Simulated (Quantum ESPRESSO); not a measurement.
# TaN (P-6m2) in Quantum ESPRESSO: notebook

The runs below take TaN through single point, equation of state, with LDA.

Program: Quantum ESPRESSO 7.5. These are calculated values, not measurements. Logs are shortened: lines on timing, memory, paths and dates and some standing lists are left out, and cuts for length are marked.

### 1 The crystal as given

Symmetry: P-6m2, No. 187, hexagonal system. The conventional cell has a = 2.938 Å, b = 2.938 Å, c = 2.883 Å, α = 90.00°, β = 90.00°, γ = 120.00°. Around Ta (site symmetry -6m2) lie 6 N at 2.23 Å. N (site symmetry -6m2) is surrounded by 6 Ta at 2.23 Å.

### 2 Single point, LDA, 10.13 Å³/atom

The input, pw.in:

```
&CONTROL
  calculation = 'scf'
  prefix = 'pwscf'
  outdir = './tmp'
  pseudo_dir = './pseudo'
  tstress = .true.
  disk_io = 'nowf'
/
&SYSTEM
  ibrav = 0
  nat = 2
  ntyp = 2
  ecutwfc = 56
  ecutrho = 448
  nbnd = 15
  occupations = 'smearing'
  smearing = 'fd'
  degauss = 0.00367493
/
&ELECTRONS
  conv_thr = 4d-10
  electron_maxstep = 120
  mixing_beta = 0.5
/
ATOMIC_SPECIES
Ta   180.9479 ta_lda_v1.uspp.F.UPF
N     14.0070 n_lda_v1.2.uspp.F.UPF
CELL_PARAMETERS angstrom
   2.8780239874    0.0000000000    0.0000000000
  -1.4390119937    2.4924418858    0.0000000000
   0.0000000000    0.0000000000    2.8241467514
ATOMIC_POSITIONS crystal
Ta     0.0000000000    0.0000000000    0.5000000000
N      0.6666666667    0.3333333333    0.0000000000
K_POINTS automatic
10 10 9 0 0 0
```

Potentials or basis: GBRV 1.5 LDA.

Command:

```
OMP_NUM_THREADS=1 mpirun -n 2 pw.x -nk 2 -in pw.in > pw.out
```

pw.out:

```text
This program is part of the open-source Quantum ESPRESSO suite
     for quantum simulation of materials; please cite
         "P. Giannozzi et al., J. Phys.:Condens. Matter 21 395502 (2009);
         "P. Giannozzi et al., J. Phys.:Condens. Matter 29 465901 (2017);
         "P. Giannozzi et al., J. Chem. Phys. 152 154105 (2020);
     in publications or presentations arising from this work. More details at

     Message from routine setup:
     using ibrav=0 with symmetry is DISCOURAGED, use correct ibrav instead

     K-points division:     npool     =       2
     Subspace diagonalization in iterative solution of the eigenvalue problem:
     a serial algorithm will be used

     G-vector sticks info
     --------------------
     sticks:   dense  smooth     PW     G-vecs:    dense   smooth      PW
     Sum         913     451    151                21959     7735    1341

     Using Slab Decomposition

     bravais-lattice index     =            0
     lattice parameter (alat)  =       5.4387  a.u.
     unit-cell volume          =     136.7110 (a.u.)^3
     number of atoms/cell      =            2
     number of atomic types    =            2
     number of electrons       =        18.00
     number of Kohn-Sham states=           15
     kinetic-energy cutoff     =      56.0000  Ry
     charge density cutoff     =     448.0000  Ry
     scf convergence threshold =      4.0E-10
     mixing beta               =       0.5000
     number of iterations used =            8  plain     mixing
     Exchange-correlation= SLA  PZ   NOGX NOGC
                           (   1   1   0   0   0   0   0)

     celldm(1)=   5.438677  celldm(2)=   0.000000  celldm(3)=   0.000000
     celldm(4)=   0.000000  celldm(5)=   0.000000  celldm(6)=   0.000000

     crystal axes: (cart. coord. in units of alat)
               a(1) = (   1.000000   0.000000   0.000000 )
               a(2) = (  -0.500000   0.866025   0.000000 )
               a(3) = (   0.000000   0.000000   0.981280 )

     reciprocal axes: (cart. coord. in units 2 pi/alat)
               b(1) = (  1.000000  0.577350 -0.000000 )
               b(2) = (  0.000000  1.154701  0.000000 )
               b(3) = (  0.000000 -0.000000  1.019077 )

     PseudoPot. # 1 for Ta read from file:
     ta_lda_v1.uspp.F.UPF
     Pseudo is Ultrasoft + core correction, Zval = 13.0
     Generated by new atomic code, or converted to UPF format
     Using radial grid of  921 points,  7 beta functions with:
                l(1) =   0
                l(2) =   0
                l(3) =   1
                l(4) =   1
                l(5) =   2
                l(6) =   2
                l(7) =   3
     Q(r) pseudized with  6 coefficients,  rinner =    1.300   1.300   1.300
                                                       1.300   1.300   1.300
                                                       1.300

     PseudoPot. # 2 for N  read from file:
     n_lda_v1.2.uspp.F.UPF
     Pseudo is Ultrasoft + core correction, Zval =  5.0
     Generated by new atomic code, or converted to UPF format
     Using radial grid of  729 points,  4 beta functions with:
                l(1) =   0
                l(2) =   0
                l(3) =   1
                l(4) =   1
     Q(r) pseudized with  8 coefficients,  rinner =    0.900   0.900   0.900

     atomic species   valence    mass     pseudopotential
     Ta               13.00   180.94790     Ta( 1.00)
     N                 5.00    14.00700     N ( 1.00)

     12 Sym. Ops. (no inversion) found

   Cartesian axes

     site n.     atom                  positions (alat units)
         1        Ta     tau(   1) = (   0.0000000   0.0000000   0.4906399  )
         2        N      tau(   2) = (   0.5000000   0.2886751   0.0000000  )

     number of k points=    70  Fermi-Dirac smearing, width (Ry)=  0.0037
                       cart. coord. in units 2pi/alat
        k(    1) = (   0.0000000   0.0000000   0.0000000), wk =   0.0022222
        k(    2) = (   0.0000000   0.0000000   0.1132308), wk =   0.0044444
        k(    3) = (   0.0000000   0.0000000   0.2264616), wk =   0.0044444
        k(    4) = (   0.0000000   0.0000000   0.3396924), wk =   0.0044444
        k(    5) = (   0.0000000   0.0000000   0.4529233), wk =   0.0044444
        k(    6) = (   0.0000000   0.1154701   0.0000000), wk =   0.0133333
[... 62 lines left out ...]
        k(   69) = (   0.3000000   0.5196152   0.3396924), wk =   0.0266667
        k(   70) = (   0.3000000   0.5196152   0.4529233), wk =   0.0266667

     Dense  grid:    21959 G-vectors     FFT dimensions: (  40,  40,  36)

     Smooth grid:     7735 G-vectors     FFT dimensions: (  25,  25,  25)

     Initial potential from superposition of free atoms

     starting charge      17.9991, renormalised to      18.0000

     negative rho (up, down):  9.289E-02 0.000E+00
     Starting wfcs are   17 randomized atomic wfcs

     Self-consistent Calculation

     iteration #  1     ecut=    56.00 Ry     beta= 0.50
     Davidson diagonalization with overlap
     ethr =  1.00E-02,  avg # of iterations =  3.1

     negative rho (up, down):  9.581E-02 0.000E+00

     total energy              =    -162.13283592 Ry
     estimated scf accuracy    <       0.38644197 Ry

     iteration #  2     ecut=    56.00 Ry     beta= 0.50
     Davidson diagonalization with overlap
     ethr =  2.15E-03,  avg # of iterations =  2.0

     negative rho (up, down):  9.701E-02 0.000E+00

     total energy              =    -162.24190533 Ry
     estimated scf accuracy    <       0.20038220 Ry

     iteration #  3     ecut=    56.00 Ry     beta= 0.50
     Davidson diagonalization with overlap
     ethr =  1.11E-03,  avg # of iterations =  1.5

     negative rho (up, down):  9.906E-02 0.000E+00

     total energy              =    -162.27893186 Ry
     estimated scf accuracy    <       0.00231682 Ry

     iteration #  4     ecut=    56.00 Ry     beta= 0.50
     Davidson diagonalization with overlap
     ethr =  1.29E-05,  avg # of iterations =  2.6
[... 19 lines left out ...]
     negative rho (up, down):  9.935E-02 0.000E+00

     total energy              =    -162.27922265 Ry
     estimated scf accuracy    <       0.00000007 Ry

     iteration #  7     ecut=    56.00 Ry     beta= 0.50
     Davidson diagonalization with overlap
     ethr =  4.09E-10,  avg # of iterations =  1.4

     negative rho (up, down):  9.935E-02 0.000E+00

     total energy              =    -162.27922265 Ry
     estimated scf accuracy    <          2.4E-09 Ry

     iteration #  8     ecut=    56.00 Ry     beta= 0.50
     Davidson diagonalization with overlap
     ethr =  1.33E-11,  avg # of iterations =  2.0

     negative rho (up, down):  9.935E-02 0.000E+00

     End of self-consistent calculation

          k = 0.0000 0.0000 0.0000 (   973 PWs)   bands (ev):

   -47.0038 -13.3218 -13.0260 -13.0260   3.2580  16.4433  16.4433  16.7817
    18.3027  24.0596  25.1348  25.1348  25.5780  25.5780  34.6946

          k = 0.0000 0.0000 0.1132 (   955 PWs)   bands (ev):

   -46.9960 -13.4687 -13.0141 -13.0141   3.5499  16.0145  16.5500  16.5500
    18.9629  23.7784  23.7784  24.4618  26.4289  26.4289  35.2400

          k = 0.0000 0.0000 0.2265 (   973 PWs)   bands (ev):

   -46.9762 -13.8252 -12.9838 -12.9838   4.3292  14.4974  16.8240  16.8240
    20.4519  22.3686  22.3686  25.4459  26.3918  26.3918  36.0054

          k = 0.0000 0.0000 0.3397 (   979 PWs)   bands (ev):

   -46.9535 -14.2066 -12.9491 -12.9491   5.3497  12.8883  17.1244  17.1244
    21.4729  21.4729  22.3289  25.5832  25.5832  26.8903  34.3600

          k = 0.0000 0.0000 0.4529 (   990 PWs)   bands (ev):

   -46.9387 -14.4437 -12.9263 -12.9263   6.1896  11.7328  17.2888  17.2888
    21.1667  21.1667  23.6906  24.8358  24.8358  29.0692  31.9667

          k = 0.0000 0.1155 0.0000 (   967 PWs)   bands (ev):

   -46.9942 -13.3045 -13.1607 -13.0543   3.4904  15.8381  16.6182  17.0993
    17.9777  24.6574  24.8373  25.1673  25.4602  25.8661  34.6586
[... 76 lines left out ...]
          k = 0.0000 0.4619 0.1132 (   973 PWs)   bands (ev):

   -46.9045 -14.1772 -13.2820 -13.2737   5.5895  12.9241  15.7429  17.5164
    18.3669  24.6928  24.7364  26.4270  26.9706  29.6790  34.5853

          k = 0.0000 0.4619 0.2265 (   967 PWs)   bands (ev):

   -46.8856 -14.1163 -13.5914 -13.2370   5.6098  12.9404  15.6568  16.6871
    19.4235  24.1829  25.1460  26.6341  27.7213  30.8507  34.3866

          k = 0.0000 0.4619 0.3397 (   962 PWs)   bands (ev):

   -46.8639 -14.0478 -13.9249 -13.1950   5.5461  13.1285  15.5516  15.8952
    20.1993  24.5085  25.6644  27.0673  28.3136  31.6500  34.6011

          k = 0.0000 0.4619 0.4529 (   956 PWs)   bands (ev):

   -46.8498 -14.1411 -13.9954 -13.1673   5.4610  13.4976  15.1889  15.4367
    20.5136  25.4513  26.0725  27.3951  28.5235  32.4096  34.5633

          k = 0.0000-0.5774 0.0000 (   974 PWs)   bands (ev):

   -46.9022 -14.3139 -13.3149 -13.1378   5.8313  12.6631  15.7674  17.5376
    18.0120  24.4782  25.6785  26.7944  27.0159  29.3622  33.2801

          k = 0.0000-0.5774 0.1132 (   970 PWs)   bands (ev):

   -46.8947 -14.2888 -13.3002 -13.2623   5.8189  12.6465  15.6186  17.5621
    18.2336  24.9397  25.0080  26.9593  27.1738  30.0522  33.3531

          k = 0.0000-0.5774 0.2265 (   966 PWs)   bands (ev):

   -46.8759 -14.2245 -13.5676 -13.2630   5.7291  12.6681  15.6366  16.6292
    19.5076  24.2222  25.8626  27.2344  27.6412  31.2807  33.4720

          k = 0.0000-0.5774 0.3397 (   962 PWs)   bands (ev):

   -46.8544 -14.1501 -13.8990 -13.2203   5.5409  12.9551  15.5128  15.7747
    20.5594  24.5464  26.6367  27.5481  28.3104  31.9547  33.9557

          k = 0.0000-0.5774 0.4529 (   952 PWs)   bands (ev):

   -46.8403 -14.1083 -14.0995 -13.1921   5.3796  13.4728  15.0200  15.2897
    21.0462  25.6782  27.0484  27.8396  28.8283  32.1853  34.2378

          k = 0.1000 0.1732 0.0000 (   963 PWs)   bands (ev):

   -46.9767 -13.3876 -13.2731 -13.1154   3.9143  15.0393  16.8830  17.4605
    17.5672  23.9644  25.1469  25.3263  26.0077  26.3869  34.6662

          k = 0.1000 0.1732 0.1132 (   971 PWs)   bands (ev):

   -46.9690 -13.4280 -13.3573 -13.1026   4.1462  15.2077  16.1852  16.9610
    18.5604  23.4147  24.0900  25.8210  26.5343  27.0265  34.4211

          k = 0.1000 0.1732 0.2265 (   975 PWs)   bands (ev):

   -46.9494 -13.7612 -13.3258 -13.0701   4.7439  14.6919  15.6848  16.9164
    19.5907  22.4384  23.4613  25.9742  27.0239  27.7739  34.4883

          k = 0.1000 0.1732 0.3397 (   979 PWs)   bands (ev):

   -46.9271 -14.1274 -13.2810 -13.0328   5.4655  13.3746  16.1524  16.8323
    19.9865  22.1663  23.8996  25.3470  26.6592  28.9803  34.8100

          k = 0.1000 0.1732 0.4529 (   982 PWs)   bands (ev):

   -46.9125 -14.3560 -13.2512 -13.0082   5.9868  12.5535  16.3186  16.8903
    19.8465  22.2643  24.6092  25.1236  26.0900  30.8114  33.3191

          k = 0.1000 0.2887 0.0000 (   976 PWs)   bands (ev):
[... 154 lines left out ...]
          k = 0.3000 0.5196 0.1132 (   970 PWs)   bands (ev):

   -46.8838 -14.0303 -13.7563 -13.2402   6.1477  13.6761  15.0600  15.6803
    20.6834  22.9526  23.8458  24.9884  28.9181  33.7488  35.1320

          k = 0.3000 0.5196 0.2265 (   966 PWs)   bands (ev):

   -46.8651 -13.9711 -13.7080 -13.5399   5.9213  13.9145  14.8156  15.3712
    20.5752  23.9869  25.6149  26.0308  28.2024  32.6157  34.8281

          k = 0.3000 0.5196 0.3397 (   969 PWs)   bands (ev):

   -46.8438 -13.9041 -13.8644 -13.6522   5.6452  13.1565  14.6579  16.3241
    20.7272  25.3914  26.4044  27.5749  28.1475  31.5330  34.2289

          k = 0.3000 0.5196 0.4529 (   960 PWs)   bands (ev):

   -46.8298 -14.0712 -13.8570 -13.6153   5.4567  12.6781  14.4739  17.1944
    20.8432  26.2551  26.6741  28.3433  29.1220  31.3604  33.7821

     the Fermi energy is    21.3079 ev

!    total energy              =    -162.27922265 Ry
     estimated scf accuracy    <          1.0E-10 Ry
     smearing contrib. (-TS)   =      -0.00002240 Ry
     internal energy E=F+TS    =    -162.27920025 Ry

     The total energy is F=E-TS. E is the sum of the following terms:
     one-electron contribution =      -3.32852048 Ry
     hartree contribution      =      14.32507250 Ry
     xc contribution           =     -47.67328705 Ry
     ewald contribution        =    -125.60246523 Ry

     convergence has been achieved in   8 iterations

     Computing stress (Cartesian axis) and pressure

     negative rho (up, down):  9.935E-02 0.000E+00
          total   stress  (Ry/bohr**3)                   (kbar)     P=      124.98
   0.00081865  -0.00000000   0.00000000          120.43       -0.00        0.00
  -0.00000000   0.00081865  -0.00000000           -0.00      120.43       -0.00
   0.00000000   0.00000000   0.00091139            0.00        0.00      134.07

=------------------------------------------------------------------------------=
   JOB DONE.
=------------------------------------------------------------------------------=
```

Wall time 4.7 s (2 MPI ranks of AMD EPYC 9R45 (Zen 5), shared host); peak memory 0.26 GiB.

What came out:

```
Free energy            : -2207.9213 eV
Pressure               : 12.5 GPa
Band gap on the k mesh : none (metal or under the smearing width)
```

### 3 Single point, LDA, 10.34 Å³/atom

Changes to pw.in since step 2:

```diff
@@ -28,5 +28,5 @@
 CELL_PARAMETERS angstrom
-   2.8780239874    0.0000000000    0.0000000000
-  -1.4390119937    2.4924418858    0.0000000000
-   0.0000000000    0.0000000000    2.8241467514
+   2.8982924298    0.0000000000    0.0000000000
+  -1.4491462149    2.5099948717    0.0000000000
+   0.0000000000    0.0000000000    2.8440357641
 ATOMIC_POSITIONS crystal
```

Potentials or basis: GBRV 1.5 LDA.

Command:

```
OMP_NUM_THREADS=1 mpirun -n 2 pw.x -nk 2 -in pw.in > pw.out
```

Wall time 5.4 s (2 MPI ranks of AMD EPYC 9R45 (Zen 5), shared host); peak memory 0.26 GiB.

It converged, with:

| Item | Value |
| --- | --- |
| Free energy | -2207.9434 eV |
| Pressure | 3.7 GPa |
| Band gap on the k mesh | none (metal or under the smearing width) |

### 4 Single point, LDA, 10.56 Å³/atom

Changes to pw.in since step 3:

```diff
@@ -28,5 +28,5 @@
 CELL_PARAMETERS angstrom
-   2.8982924298    0.0000000000    0.0000000000
-  -1.4491462149    2.5099948717    0.0000000000
-   0.0000000000    0.0000000000    2.8440357641
+   2.9182812851    0.0000000000    0.0000000000
+  -1.4591406425    2.5273057282    0.0000000000
+   0.0000000000    0.0000000000    2.8636504237
 ATOMIC_POSITIONS crystal
```

Command:

```
OMP_NUM_THREADS=1 mpirun -n 2 pw.x -nk 2 -in pw.in > pw.out
```

It took 5.5 s on 2 MPI ranks of AMD EPYC 9R45 (Zen 5), shared host; peak memory 0.28 GiB.

Results (log left out):

- Free energy: -2207.9432 eV
- Pressure: -4.1 GPa
- Band gap on the k mesh: none (metal or under the smearing width)

### 5 Single point, LDA, 10.78 Å³/atom

Changes to pw.in since step 4:

```diff
@@ -28,5 +28,5 @@
 CELL_PARAMETERS angstrom
-   2.9182812851    0.0000000000    0.0000000000
-  -1.4591406425    2.5273057282    0.0000000000
-   0.0000000000    0.0000000000    2.8636504237
+   2.9380000000    0.0000000000    0.0000000000
+  -1.4690000000    2.5443826363    0.0000000000
+   0.0000000000    0.0000000000    2.8830000000
 ATOMIC_POSITIONS crystal
```

Command:

```
OMP_NUM_THREADS=1 mpirun -n 2 pw.x -nk 2 -in pw.in > pw.out
```

Run time: 5.6 s. Hardware: 2 MPI ranks of AMD EPYC 9R45 (Zen 5), shared host; peak memory 0.28 GiB.

It converged, with:

| Property | Result |
| --- | --- |
| Free energy | -2207.9229 eV |
| Pressure | -11.2 GPa |
| Band gap on the k mesh | none (metal or under the smearing width) |

### 6 Single point, LDA, 10.99 Å³/atom

Changes to pw.in since step 5:

```diff
@@ -28,5 +28,5 @@
 CELL_PARAMETERS angstrom
-   2.9380000000    0.0000000000    0.0000000000
-  -1.4690000000    2.5443826363    0.0000000000
-   0.0000000000    0.0000000000    2.8830000000
+   2.9574575207    0.0000000000    0.0000000000
+  -1.4787287603    2.5612333435    0.0000000000
+   0.0000000000    0.0000000000    2.9020932717
 ATOMIC_POSITIONS crystal
```

Potentials or basis: GBRV 1.5 LDA.

Command:

```
OMP_NUM_THREADS=1 mpirun -n 2 pw.x -nk 2 -in pw.in > pw.out
```

Run time: 5.8 s. Hardware: 2 MPI ranks of AMD EPYC 9R45 (Zen 5), shared host; peak memory 0.28 GiB.

The run converged. Its results:

```yaml
Free_energy: -2207.8847 eV
Pressure: -17.5 GPa
Band_gap_on_the_k_mesh: none (metal or under the smearing width)
```

### 7 Single point, LDA, 11.21 Å³/atom

Changes to pw.in since step 6:

```diff
@@ -28,5 +28,5 @@
 CELL_PARAMETERS angstrom
-   2.9574575207    0.0000000000    0.0000000000
-  -1.4787287603    2.5612333435    0.0000000000
-   0.0000000000    0.0000000000    2.9020932717
+   2.9766623284    0.0000000000    0.0000000000
+  -1.4883311642    2.5778651949    0.0000000000
+   0.0000000000    0.0000000000    2.9209385612
 ATOMIC_POSITIONS crystal
```

Command:

```
OMP_NUM_THREADS=1 mpirun -n 2 pw.x -nk 2 -in pw.in > pw.out
```

Wall time 6 s (2 MPI ranks of AMD EPYC 9R45 (Zen 5), shared host); peak memory 0.28 GiB.

It converged, with:

```
Free energy            : -2207.8304 eV
Pressure               : -23.1 GPa
Band gap on the k mesh : none (metal or under the smearing width)
```

### 8 Single point, LDA, 11.42 Å³/atom

Changes to pw.in since step 7:

```diff
@@ -28,5 +28,5 @@
 CELL_PARAMETERS angstrom
-   2.9766623284    0.0000000000    0.0000000000
-  -1.4883311642    2.5778651949    0.0000000000
-   0.0000000000    0.0000000000    2.9209385612
+   2.9956224723    0.0000000000    0.0000000000
+  -1.4978112361    2.5942851611    0.0000000000
+   0.0000000000    0.0000000000    2.9395437670
 ATOMIC_POSITIONS crystal
```

Command:

```
OMP_NUM_THREADS=1 mpirun -n 2 pw.x -nk 2 -in pw.in > pw.out
```

It took 5.9 s on 2 MPI ranks of AMD EPYC 9R45 (Zen 5), shared host; peak memory 0.28 GiB.

Results (log left out):

- Free energy: -2207.7617 eV
- Pressure: -28.2 GPa
- Band gap on the k mesh: none (metal or under the smearing width)

### 9 Equation of state, LDA

Potentials or basis: GBRV 1.5 LDA.

This step only gathers the single runs of the series.

Results:

```yaml
Equilibrium_volume: 10.45 Å³/atom
Bulk_modulus_at_fixed_shape_and_positions: 382 GPa
Pressure_derivative_of_the_bulk_modulus: 4.4
```

Energy against volume, from the lowest point:
| volume (Å³/atom) | energy (meV/atom) |
| --- | --- |
| 10.129 | 11.06 |
| 10.345 | 0.00 |
| 10.560 | 0.10 |
| 10.776 | 10.24 |
| 10.991 | 29.36 |
| 11.207 | 56.53 |
| 11.422 | 90.88 |

Caveat: the cell was scaled at fixed shape and fractional positions, which overstates the stiffness of a crystal with free parameters, most of all of layers and chains. Spin-orbit coupling is left out, which matters for the levels of Ta.
